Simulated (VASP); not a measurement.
# BAs (F-43m) in VASP: a series of runs, part 2 of 2

VASP 6.6.1. Earlier steps stand in the parts before.

### 4 G0W0 quasiparticle levels, PBE

Input file POSCAR:

```
BAs
1.0
    0.0000000000      2.3885000000      2.3885000000
    2.3885000000      0.0000000000      2.3885000000
    2.3885000000      2.3885000000      0.0000000000
As B
1 1
Direct
    0.7500000000      0.7500000000      0.7500000000
    0.0000000000      0.0000000000      0.0000000000
```

Input file INCAR.step1:

```
SYSTEM = BAs
PREC = Accurate
ENCUT = 450
EDIFF = 1E-8
ISMEAR = 0
SIGMA = 0.01
LREAL = .False.
LASPH = .True.
NELM = 100
ALGO = Fast
LWAVE = .True.
LCHARG = .False.
GGA = PE
```

Input file INCAR.step2:

```
SYSTEM = BAs
PREC = Accurate
ENCUT = 450
EDIFF = 1E-8
ISMEAR = 0
SIGMA = 0.01
LREAL = .False.
LASPH = .True.
NELM = 1
ALGO = Exact
LWAVE = .True.
LCHARG = .False.
GGA = PE
NBANDS = 36
LOPTICS = .True.
ISTART = 1
```

Input file INCAR.step3:

```
SYSTEM = BAs
PREC = Accurate
ENCUT = 450
EDIFF = 1E-8
ISMEAR = 0
SIGMA = 0.01
LREAL = .False.
LASPH = .True.
ALGO = EVGW0
LWAVE = .False.
LCHARG = .False.
GGA = PE
NELMGW = 1
NBANDS = 36
ENCUTGW = 200
NOMEGA = 48
PRECFOCK = Fast
ISTART = 1
NBANDSGW = 12
```

Input file KPOINTS:

```
Automatic mesh
0
Gamma
  3 3 3
  0 0 0
```

Potentials or basis: VASP PAW PBE potentials, release 64 (As_GW, B_GW).

The run is started by

```console
$ cat potpaw_PBE.64/As_GW/POTCAR potpaw_PBE.64/B_GW/POTCAR > POTCAR
$ cp INCAR.step1 INCAR
$ mpirun -np 1 vasp_std > vasp.out
$ cp INCAR.step2 INCAR
$ mpirun -np 1 vasp_std > vasp.out
$ cp INCAR.step3 INCAR
$ mpirun -np 1 vasp_std > vasp.out
```

OUTCAR:

```text
SYSTEM = BAs
   PREC = Accurate
   ENCUT = 450
   EDIFF = 1E-8
   ISMEAR = 0
   LREAL = .False.
   LASPH = .True.
   GGA = PE
   NELMGW = 1
   ENCUTGW = 200
   PRECFOCK = Fast
   ISTART = 1

 Found      4 irreducible k-points:

 Following reciprocal coordinates:
            Coordinates               Weight
[... 84 lines left out ...]
      1      -9.1660      -9.7504     -12.4390     -11.6436     -19.5361       0.7348       2.0000       1.3258
      2       6.2712       6.0855     -12.8465     -12.6127     -14.7586       0.7944       2.0000       0.0685
      3       6.2712       6.0855     -12.8465     -12.6127     -14.7586       0.7944       2.0000       0.0685
      4       6.2712       6.0855     -12.8465     -12.6127     -14.7586       0.7944       2.0000       0.0685
      5       9.5022      10.1177     -10.5966     -11.3720      -6.3473       0.7937       0.0000      -0.1107
      6       9.5022      10.1177     -10.5966     -11.3720      -6.3473       0.7937       0.0000      -0.1107
      7       9.5022      10.1177     -10.5966     -11.3720      -6.3473       0.7937       0.0000      -0.1107
      8      10.9398      11.8360     -11.4342     -12.6009      -6.1731       0.7681       0.0000      -0.1795
      9      15.8266      15.9839      -8.6107      -8.8101      -2.9261       0.7888       0.0000      -0.3280
     10      19.1544      19.5532      -9.8934     -10.4036      -4.3233       0.7816       0.0000      -0.3243
     11      19.1544      19.5532      -9.8934     -10.4036      -4.3233       0.7816       0.0000      -0.3243
     12      20.5662      20.7752      -8.7004      -8.9570      -2.4337       0.8144       0.0000      -0.7182
[... 36 lines left out ...]
      1      -5.3389      -5.7477     -12.7968     -12.2478     -18.4720       0.7446       2.0000       0.7242
      2      -1.6114      -2.1676     -12.7062     -11.9691     -17.1029       0.7545       2.0000       0.4097
      3       0.1557      -0.3292     -11.6273     -11.0017     -14.8096       0.7752       2.0000       0.2099
      4       3.1963       2.8677     -12.4338     -12.0124     -15.0695       0.7798       2.0000       0.1142
      5       8.7106       9.0547      -9.8351     -10.2680      -5.4294       0.7947       0.0000      -0.1040
      6      13.5084      14.2850     -10.6787     -11.6901      -5.1125       0.7678       0.0000      -0.2537
      7      14.3617      15.1343     -10.7132     -11.7081      -5.1334       0.7765       0.0000      -0.2975
      8      15.6007      16.2594     -10.8491     -11.7060      -4.9689       0.7688       0.0000      -0.3539
      9      15.7170      16.1300      -9.8570     -10.3779      -4.5681       0.7930       0.0000      -0.2644
     10      18.3558      18.6926      -9.5638      -9.9829      -4.0989       0.8035       0.0000      -0.3677
     11      23.1158      23.8182     -10.3693     -11.3129      -3.3076       0.7445       0.0000      -0.8536
     12      24.7319      25.0455      -8.9004      -9.3001      -2.4061       0.7847       0.0000      -0.8097
```

OUTCAR.step1:

```text
SYSTEM = BAs
   PREC = Accurate
   ENCUT = 450
   EDIFF = 1E-8
   ISMEAR = 0
   LREAL = .False.
   LASPH = .True.
[... 151 lines left out ...]
      3.58275      3.58275      3.58275        -0.000000     -0.000000      0.000000
      0.00000      0.00000      0.00000         0.000000      0.000000     -0.000000
 -----------------------------------------------------------------------------------
    total drift:                               -0.000000     -0.000000     -0.000000

  FREE ENERGIE OF THE ION-ELECTRON SYSTEM (eV)
  ---------------------------------------------------
  free  energy   TOTEN  =       -10.7745355402 eV

  energy  without entropy=      -10.7745355402  energy(sigma->0) =      -10.77453554
```

OUTCAR.step2:

```text
SYSTEM = BAs
   PREC = Accurate
   ENCUT = 450
   EDIFF = 1E-8
[... 518 lines left out ...]
  --------------------------------------------------------------------------------------------------------------
     0.00000    20.97954    20.97954    20.97954    -0.00000    -0.00000     0.00000
     0.85202    21.73380    21.73380    21.73380    -0.00000    -0.00000     0.00000
     1.70405    24.54382    24.54382    24.54382    -0.00000    -0.00000     0.00000
     2.55607    32.90361    32.90361    32.90361    -0.00000    -0.00000     0.00000
     3.40809     6.57387     6.57387     6.57387    -0.00000    -0.00000     0.00000
     4.26011    87.64019    87.64019    87.64019    -0.00000    -0.00000     0.00000
[... 92 lines left out ...]
    83.49824     0.91606     0.91606     0.91606     0.00000     0.00000    -0.00000
    84.35026     0.91780     0.91780     0.91780     0.00000     0.00000    -0.00000
```

Wall time 7.9 s (1 thread of Intel Xeon 6975P-C (Granite Rapids), shared host); peak memory 0.18 GiB.

The run converged, but some of its settings lie outside the range that counts as converged, so its numbers aren't taken as properties of the crystal.

Results:

* Band gap on the k mesh, mean-field level: 1.24 eV, indirect (least direct gap 3.23 eV)
* Quasiparticle gap: 1.74 eV
* Least direct quasiparticle gap: 4.03 eV

Caveat: the k mesh is coarse (spacing up to 0.76 Å⁻¹), so the values aren't converged; bands, screening cutoff and mesh are small and nothing is extrapolated, so the quasiparticle values aren't converged; an odd mesh through Γ misses points on the zone boundary, where band edges often lie.

### 5 G0W0 quasiparticle levels, PBE

POSCAR is that of step 4.

INCAR.step1 is that of step 4.

INCAR.step2 is that of step 4.

INCAR.step3, as its differences from that of step 4:

```diff
@@ -14,3 +14,3 @@
 NBANDS = 36
-ENCUTGW = 200
+ENCUTGW = 260
 NOMEGA = 48
```

KPOINTS is that of step 4.

Potentials or basis: VASP PAW PBE potentials, release 64 (As_GW, B_GW).

The run is started by

```console
$ cat potpaw_PBE.64/As_GW/POTCAR potpaw_PBE.64/B_GW/POTCAR > POTCAR
$ cp INCAR.step1 INCAR
$ mpirun -np 1 vasp_std > vasp.out
$ cp INCAR.step2 INCAR
$ mpirun -np 1 vasp_std > vasp.out
$ cp INCAR.step3 INCAR
$ mpirun -np 1 vasp_std > vasp.out
```

OUTCAR:

```text
SYSTEM = BAs
   PREC = Accurate
   ENCUT = 450
   EDIFF = 1E-8
   ISMEAR = 0
   LREAL = .False.
   LASPH = .True.
   GGA = PE
   NELMGW = 1
   ENCUTGW = 260
   PRECFOCK = Fast
   ISTART = 1

 Found      4 irreducible k-points:

 Following reciprocal coordinates:
            Coordinates               Weight
  0.000000  0.000000  0.000000      1.000000
  0.333333  0.000000  0.000000      8.000000
  0.333333  0.333333  0.000000      6.000000
 -0.333333  0.333333  0.000000     12.000000
   k-points           NKPTS =      4   k-points in BZ     NKDIM =     27   number of bands    NBANDS=     36
   number of dos      NEDOS =    301   number of ions     NIONS =      2
   total plane-waves  NPLWV =  13824
   dimension x,y,z NGX =    24 NGY =   24 NGZ =   24
   dimension x,y,z NGXF=    48 NGYF=   48 NGZF=   48
   ions per type =               1   1
   NGX,Y,Z   is equivalent  to a cutoff of  11.81, 11.81, 11.81 a.u.
   NGXF,Y,Z  is equivalent  to a cutoff of  23.62, 23.62, 23.62 a.u.
 SYSTEM =  BAs
[... 53 lines left out ...]
   NELMHF              =     1    number of iterations in the inner HF iteration
   NKREDLFX            =     1    NKREDLFY  =   1   NKREDLFZ  =   1
 non-spin polarized calculation
 Gauss-broadening in eV      SIGMA  =   0.01
  energy-cutoff  :      450.00
  volume of cell :       27.25
 maximum number of plane-waves:       609
  NGX = 14; NGY = 14; NGZ = 14
   NGX = 11   NGY = 11   NGZ = 11
 maximum number of plane-waves:       266

 QP shifts <psi_nk| G(iteration)W_0 |psi_nk>: iteration 1
 for sc-GW calculations column KS-energies equals QP-energies in previous step
 and V_xc(KS)=  KS-energies - (<T + V_ion + V_H > + <T+V_H+V_ion>^1  + <V_x>^1)

 k-point   1 :       0.0000    0.0000    0.0000
  band No.  KS-energies  QP-energies   sigma(KS)   V_xc(KS)     V^pw_x(r,r')   Z            occupation Imag(sigma)

      1      -9.1660      -9.7517     -12.4407     -11.6436     -19.5361       0.7348       2.0000       1.3256
      2       6.2712       6.0825     -12.8503     -12.6127     -14.7586       0.7943       2.0000       0.0683
      3       6.2712       6.0825     -12.8503     -12.6127     -14.7586       0.7943       2.0000       0.0683
      4       6.2712       6.0825     -12.8503     -12.6127     -14.7586       0.7943       2.0000       0.0683
      5       9.5022      10.1170     -10.5974     -11.3720      -6.3473       0.7937       0.0000      -0.1106
      6       9.5022      10.1170     -10.5974     -11.3720      -6.3473       0.7937       0.0000      -0.1106
      7       9.5022      10.1170     -10.5974     -11.3720      -6.3473       0.7937       0.0000      -0.1106
      8      10.9398      11.8358     -11.4345     -12.6009      -6.1731       0.7681       0.0000      -0.1794
      9      15.8266      15.9840      -8.6105      -8.8101      -2.9261       0.7888       0.0000      -0.3279
     10      19.1544      19.5522      -9.8946     -10.4036      -4.3233       0.7816       0.0000      -0.3243
     11      19.1544      19.5522      -9.8946     -10.4036      -4.3233       0.7816       0.0000      -0.3243
     12      20.5662      20.7745      -8.7013      -8.9570      -2.4337       0.8144       0.0000      -0.7186
[... 36 lines left out ...]
      1      -5.3389      -5.7491     -12.7986     -12.2478     -18.4720       0.7446       2.0000       0.7243
      2      -1.6114      -2.1685     -12.7075     -11.9691     -17.1029       0.7545       2.0000       0.4096
      3       0.1557      -0.3304     -11.6288     -11.0017     -14.8096       0.7752       2.0000       0.2099
      4       3.1963       2.8657     -12.4364     -12.0124     -15.0695       0.7798       2.0000       0.1140
      5       8.7106       9.0542      -9.8357     -10.2680      -5.4294       0.7947       0.0000      -0.1039
      6      13.5084      14.2823     -10.6819     -11.6901      -5.1125       0.7676       0.0000      -0.2539
      7      14.3617      15.1322     -10.7156     -11.7081      -5.1334       0.7764       0.0000      -0.2977
      8      15.6007      16.2577     -10.8513     -11.7060      -4.9689       0.7688       0.0000      -0.3540
      9      15.7170      16.1284      -9.8590     -10.3779      -4.5681       0.7929       0.0000      -0.2644
     10      18.3558      18.6918      -9.5647      -9.9829      -4.0989       0.8035       0.0000      -0.3677
     11      23.1158      23.8155     -10.3730     -11.3129      -3.3076       0.7444       0.0000      -0.8559
     12      24.7319      25.0446      -8.9017      -9.3001      -2.4061       0.7847       0.0000      -0.8105
```

It took 9.4 s on 1 thread of Intel Xeon 6975P-C (Granite Rapids), shared host; peak memory 0.24 GiB.

These settings aren't checked as converged: the numbers below hold their error.

Results:

```yaml
Band_gap_on_the_k_mesh_mean-field_level: 1.24 eV, indirect (least direct gap 3.23 eV)
Quasiparticle_gap: 1.74 eV
Least_direct_quasiparticle_gap: 4.03 eV
```

Caveat: the k mesh is coarse (spacing up to 0.76 Å⁻¹), so the values aren't converged; bands, screening cutoff and mesh are small and nothing is extrapolated, so the quasiparticle values aren't converged; an odd mesh through Γ misses points on the zone boundary, where band edges often lie.
